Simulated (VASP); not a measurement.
# ZnAu (Pm-3m) in VASP: notebook

The runs below take ZnAu through single point, with LDA.

Everything below comes from runs of VASP 6.6.1. Logs are shortened: lines on timing, memory, paths and dates and some standing lists are left out, and cuts for length are marked.

## Step 1: The structure

Symmetry: Pm-3m, No. 221, cubic system. Conventional cell: a = 3.147 Å, b = 3.147 Å, c = 3.147 Å, α = 90.00°, β = 90.00°, γ = 90.00°. Zn (site symmetry m-3m) is surrounded by 8 Au at 2.73 Å. Au (site symmetry m-3m) has 8 Zn at 2.73 Å as nearest neighbours.

## Step 2: Single point, LDA

File INCAR:

```
ALGO = Fast
EDIFF = 1E-7
ENCUT = 520
ISIF = 2
ISMEAR = 1
LASPH = True
LCHARG = True
LELF = True
LREAL = False
LVHAR = True
LWAVE = False
NBANDS = 18
NELM = 100
PREC = Accurate
SIGMA = 0.2
```

File KPOINTS:

```
k-points
0
Gamma
  9 9 9
```

File POSCAR:

```
ZnAu
1.0
    3.1470000000      0.0000000000      0.0000000000
    0.0000000000      3.1470000000      0.0000000000
    0.0000000000      0.0000000000      3.1470000000
Zn Au
1 1
Direct
    0.5000000000      0.5000000000      0.5000000000
    0.0000000000      0.0000000000      0.0000000000
```

Potentials or basis: VASP PAW LDA potentials, release 64 (Zn, Au).

Started as:

```sh
$ cat potpaw_LDA.64/Zn/POTCAR potpaw_LDA.64/Au/POTCAR > POTCAR
$ mpirun -np 1 vasp_std > vasp.out
```

OUTCAR:

```text
EDIFF = 1E-7
   ENCUT = 520
   ISIF = 2
   ISMEAR = 1
   LASPH = True
   LREAL = False
   NELM = 100
   PREC = Accurate

 ion  position               nearest neighbor table
   1  0.500  0.500  0.500-   2 2.73   2 2.73   2 2.73   2 2.73   2 2.73   2 2.73   2 2.73   2 2.73

   2  0.000  0.000  0.000-   1 2.73   1 2.73   1 2.73   1 2.73   1 2.73   1 2.73   1 2.73   1 2.73

  LATTYP: Found a simple cubic cell.
 ALAT       =     3.1470000000

  Lattice vectors:

 A1 = (   3.1470000000,   0.0000000000,   0.0000000000)
 A2 = (   0.0000000000,   3.1470000000,   0.0000000000)
 A3 = (   0.0000000000,   0.0000000000,   3.1470000000)

Analysis of symmetry for initial positions (statically):
=====================================================================
 Subroutine PRICEL returns:
 Original cell was already a primitive cell.

 Routine SETGRP: Setting up the symmetry group for a
 simple cubic supercell.

 Subroutine GETGRP returns: Found 48 space group operations
 (whereof 48 operations were pure point group operations)
 out of a pool of 48 trial point group operations.

The static configuration has the point symmetry O_h .

Analysis of symmetry for dynamics (positions and initial velocities):
=====================================================================
 Subroutine PRICEL returns:
 Original cell was already a primitive cell.

 Routine SETGRP: Setting up the symmetry group for a
 simple cubic supercell.

 Subroutine GETGRP returns: Found 48 space group operations
 (whereof 48 operations were pure point group operations)
 out of a pool of 48 trial point group operations.

The dynamic configuration has the point symmetry O_h .

 Subroutine INISYM returns: Found 48 space group operations
 (whereof 48 operations are pure point group operations),
 and found     1 'primitive' translations

----------------------------------------------------------------------------------------

                                     Primitive cell

  volume of cell :      31.1667

  direct lattice vectors                    reciprocal lattice vectors
     3.147000000  0.000000000  0.000000000     0.317762949  0.000000000  0.000000000
     0.000000000  3.147000000  0.000000000     0.000000000  0.317762949  0.000000000
     0.000000000  0.000000000  3.147000000     0.000000000  0.000000000  0.317762949

  length of vectors
     3.147000000  3.147000000  3.147000000     0.317762949  0.317762949  0.317762949

  position of ions in fractional coordinates (direct lattice)
     0.500000000  0.500000000  0.500000000
     0.000000000  0.000000000  0.000000000

  ion indices of the primitive-cell ions
   primitive index   ion index
                 1           1
                 2           2

----------------------------------------------------------------------------------------

 KPOINTS: k-points

Automatic generation of k-mesh.
 Grid dimensions read from file:
 generate k-points for:    9    9    9

 Generating k-lattice:

  Cartesian coordinates                     Fractional coordinates (reciprocal lattice)
     0.035306994  0.000000000  0.000000000     0.111111111  0.000000000  0.000000000
     0.000000000  0.035306994  0.000000000     0.000000000  0.111111111  0.000000000
     0.000000000  0.000000000  0.035306994     0.000000000  0.000000000  0.111111111

  Length of vectors
     0.035306994  0.035306994  0.035306994

  Shift w.r.t. Gamma in fractional coordinates (k-lattice)
     0.000000000  0.000000000  0.000000000

 Subroutine IBZKPT returns following result:
 ===========================================

 Found     35 irreducible k-points:

 Following reciprocal coordinates:
            Coordinates               Weight
  0.000000  0.000000  0.000000      1.000000
  0.111111  0.000000  0.000000      6.000000
  0.222222  0.000000  0.000000      6.000000
  0.333333  0.000000  0.000000      6.000000
  0.444444  0.000000  0.000000      6.000000
  0.111111  0.111111  0.000000     12.000000
[... 16 lines left out ...]
  0.333333  0.333333  0.111111     24.000000
  0.444444  0.333333  0.111111     48.000000
 [... further k-points ...]
   k-points           NKPTS =     35   k-points in BZ     NKDIM =     35   number of bands    NBANDS=     18
   number of dos      NEDOS =    301   number of ions     NIONS =      2
   total plane-waves  NPLWV =  13824
   dimension x,y,z NGX =    24 NGY =   24 NGZ =   24
   dimension x,y,z NGXF=    48 NGYF=   48 NGZF=   48
   ions per type =               1   1
   NGX,Y,Z   is equivalent  to a cutoff of  12.68, 12.68, 12.68 a.u.
   NGXF,Y,Z  is equivalent  to a cutoff of  25.36, 25.36, 25.36 a.u.
 SYSTEM =  unknown system
   PREC   = accura    normal or accurate (medium, high low for compatibility)
   ISTART =      0    job   : 0-new  1-cont  2-samecut
   ICHARG =      2    charge: 1-file 2-atom 10-const
   ISPIN  =      1    spin polarized calculation?
   LNONCOLLINEAR =      F non collinear calculations
   LSORBIT =      F    spin-orbit coupling
   LASPH  =      T    aspherical Exc in radial PAW
   ENCUT  =  520.0 eV  38.22 Ry    6.18 a.u.   5.85  5.85  5.85*2*pi/ulx,y,z
   NELM   =    100;   NELMIN=  2; NELMDL= -5     # of ELM steps
   EDIFF  = 0.1E-06   stopping-criterion for ELM
   LREAL  =      F    real-space projection
   EDIFFG = 0.1E-05   stopping-criterion for IOM
   NSW    =      0    number of steps for IOM
   IBRION =     -1    ionic relax: 0-MD 1-quasi-New 2-CG
   NFREE  =      0    steps in history (QN), initial steepest desc. (CG)
   ISIF   =      2    stress and relaxation
   ISYM   =      2    0-nonsym 1-usesym 2-fastsym
   POTIM  = 0.5000    time-step for ionic-motion
   TEBEG  =    0.0;   TEEND  =   0.0 temperature during run
   PSTRESS=    0.0 pullay stress
   NELECT =      23.0000    total number of electrons
   NUPDOWN=      -1.0000    fix difference up-down
   EMIN   =  10.00;   EMAX   =-10.00  energy-range for DOS
   EFERMI =   0.00;   METHOD = LEGACY
   ISMEAR =     1;   SIGMA  =   0.20  broadening in eV -4-tet -1-fermi 0-gaus
   EFERMI_NEDOS =   21; number of points for ismear=-14 and -15
   IALGO  =     68    algorithm
   IMIX   =      4    mixing-type and parameters
     AMIX     =   0.40;   BMIX     =  1.00
     AMIX_MAG =   1.60;   BMIX_MAG =  1.00
  volume/ion in A,a.u.               =      15.58       105.16
  Fermi-wavevector in a.u.,A,eV,Ry     =   1.479406  2.795672 29.778283  2.188642
  Thomas-Fermi vector in A             =   2.593568
   LORBIT       =      0    0 simple, 1 ext, 2 COOP (PROOUT), +10 PAW based schemes
   GGA     = CA    functional components
   LHFCALC =     F    Hartree Fock is set to
   AEXX    =    0.0000 exact exchange contribution
   IVDW    =     0    specifies the selected vdW correction
   LEPSILON=     F    determine dielectric tensor
   LRPA    =     F    only Hartree local field effects (RPA)
 non-spin polarized calculation
 RMM-DIIS sequential band-by-band and
 Methfessel and Paxton  Order N= 1 SIGMA  =   0.20
  energy-cutoff  :      520.00
  volume of cell :       31.17
 maximum number of plane-waves:       861
 NGX is ok and might be reduce to    24
   NGX = 11   NGY = 11   NGZ = 11

 number of electron      23.0000000 magnetization

 Free energy of the ion-electron system (eV)
  ---------------------------------------------------
  ext. energy  EPLUGINS =         0.00000000
  ---------------------------------------------------
  free energy    TOTEN  =        -6.72298496 eV

  energy without entropy =       -6.72318540  energy(sigma->0) =       -6.72305177

 E-fermi :   6.9556     XC(G=0): -12.6766

 val. band max:        6.7719524020   @ k =   0.3333   0.2222   0.0000
 cond. band min:       7.0189122389   @ k =   0.4444   0.4444   0.3333
 fundamental gap:      0.2469598369
 Fermi energy:         6.9556436449

 k-point     1 :       0.0000    0.0000    0.0000
  band No.  band energies     occupation
      1      -3.7624      2.00000
      2      -1.3015      2.00000
      3      -1.3015      2.00000
      4      -0.6299      2.00000
      5      -0.6299      2.00000
      6      -0.6299      2.00000
[... 10 lines left out ...]
     17      19.1164      0.00000
     18      25.2117      0.00000

 k-point     2 :       0.1111    0.0000    0.0000
  band No.  band energies     occupation
      1      -3.5437      2.00000
      2      -1.2551      2.00000
      3      -1.2384      2.00000
      4      -0.6325      2.00000
      5      -0.6325      2.00000
      6      -0.6122      2.00000
[... 10 lines left out ...]
     17      20.1249      0.00000
     18      25.0627      0.00000

 k-point     3 :       0.2222    0.0000    0.0000
  band No.  band energies     occupation
      1      -2.9122      2.00000
      2      -1.1305      2.00000
      3      -1.0809      2.00000
      4      -0.6373      2.00000
      5      -0.6373      2.00000
      6      -0.5665      2.00000
[... 10 lines left out ...]
     17      22.7866      0.00000
     18      23.8207      0.00000

 k-point     4 :       0.3333    0.0000    0.0000
  band No.  band energies     occupation
      1      -1.9620      2.00000
      2      -0.9734      2.00000
      3      -0.9031      2.00000
      4      -0.6389      2.00000
      5      -0.6389      2.00000
      6      -0.5130      2.00000
[... 375 lines left out ...]
      4      -0.7478      2.00000
      5      -0.6276      2.00000
      6       0.3389      2.00000
[... 10 lines left out ...]
     17      20.1771      0.00000
     18      22.7447      0.00000

 k-point    23 :       0.3333    0.3333    0.1111
  band No.  band energies     occupation
      1      -1.3510      2.00000
      2      -1.0668      2.00000
      3      -0.8773      2.00000
      4      -0.7600      2.00000
      5      -0.5369      2.00000
      6       0.0924      2.00000
[... 10 lines left out ...]
     17      19.8673      0.00000
     18      20.9822      0.00000

 k-point    24 :       0.4444    0.3333    0.1111
  band No.  band energies     occupation
      1      -1.3233      2.00000
      2      -1.1666      2.00000
      3      -0.8939      2.00000
      4      -0.8436      2.00000
      5      -0.4412      2.00000
      6       0.4336      2.00000
[... 10 lines left out ...]
     17      19.4705      0.00000
     18      21.6878      0.00000

 [... further k-points ...]

------------------------ aborting loop because EDIFF is reached ----------------------------------------

  FORCE on cell =-STRESS in cart. coord.  units (eV):
  Direction    XX          YY          ZZ          XY          YZ          ZX
  --------------------------------------------------------------------------------------
  -------------------------------------------------------------------------------------
  Total       -1.1734598     -1.1734598     -1.1734598     -0.0000000     -0.0000000      0.0000000
  in kB      -60.3237811    -60.3237811    -60.3237811     -0.0000000     -0.0000000      0.0000000
  external PRESSURE =     -60.3237811 kB  Pullay stress =       0.0000000 kB

 VOLUME and BASIS-vectors are now :
 -----------------------------------------------------------------------------
  energy-cutoff  :      520.00
  volume of cell :       31.17
      direct lattice vectors                 reciprocal lattice vectors
     3.147000000  0.000000000  0.000000000     0.317762949  0.000000000  0.000000000
     0.000000000  3.147000000  0.000000000     0.000000000  0.317762949  0.000000000
     0.000000000  0.000000000  3.147000000     0.000000000  0.000000000  0.317762949

 POSITION                                       TOTAL-FORCE (eV/Angst)
 -----------------------------------------------------------------------------------
      1.57350      1.57350      1.57350         0.000000      0.000000      0.000000
      0.00000      0.00000      0.00000         0.000000      0.000000      0.000000
 -----------------------------------------------------------------------------------
    total drift:                                0.000000      0.000000     -0.000000

  FREE ENERGIE OF THE ION-ELECTRON SYSTEM (eV)
  ---------------------------------------------------
  free  energy   TOTEN  =        -6.7229849567 eV

  energy  without entropy=       -6.7231854040  energy(sigma->0) =       -6.72305177
```

It took 14 s on 1 thread of Intel Xeon Platinum 8259CL at 2.50GHz (Skylake/Cascade Lake), shared host; peak memory 0.14 GiB.

What came out:

* Free energy: -6.7230 eV
* Pressure: -6.0 GPa
* Band gap on the k mesh: none (metal or under the smearing width)

The run has no spin-orbit coupling, so splittings on Au are missing.

## Step 3: Single point, LDA

File INCAR:

```
PREC = Accurate ; ENCUT = 520
EDIFF = 1E-7 ; ISMEAR = 1
SIGMA = 0.2 ; LREAL = False
LASPH = True ; NELM = 100
ALGO = Fast ; ISIF = 2
LWAVE = False ; LCHARG = False
GGA = CA ; NBANDS = 18
```

File KPOINTS:

```
regular mesh
0
Gamma
  9 9 9
```

POSCAR is that of step 2.

Potentials or basis: VASP PAW LDA potentials, release 64 (Zn, Au).

Started as:

```sh
$ cat potpaw_LDA.64/Zn/POTCAR potpaw_LDA.64/Au/POTCAR > POTCAR
$ mpirun -np 1 vasp_std > vasp.out
```

Run time: 15 s. Hardware: 1 thread of Intel Xeon Platinum 8259CL at 2.50GHz (Skylake/Cascade Lake), shared host; peak memory 0.13 GiB.

It converged, with:

| Quantity | Value |
| --- | --- |
| Free energy | -6.7230 eV |
| Pressure | -6.0 GPa |
| Band gap on the k mesh | none (metal or under the smearing width) |

Levels at points of the mesh, in eV from the Fermi level:
| k point | band 7 | band 8 | band 9 | band 10 | band 11 | band 12 | band 13 | band 14 | band 15 | band 16 |
| --- | --- | --- | --- | --- | --- | --- | --- | --- | --- | --- |
| (0.00, 0.00, 0.00) | -5.51 | -5.51 | -3.81 | -3.81 | -3.81 | 4.85 | 4.85 | 4.85 | 8.66 | 12.16 |

Spin-orbit coupling is left out, which matters for the levels of Au.
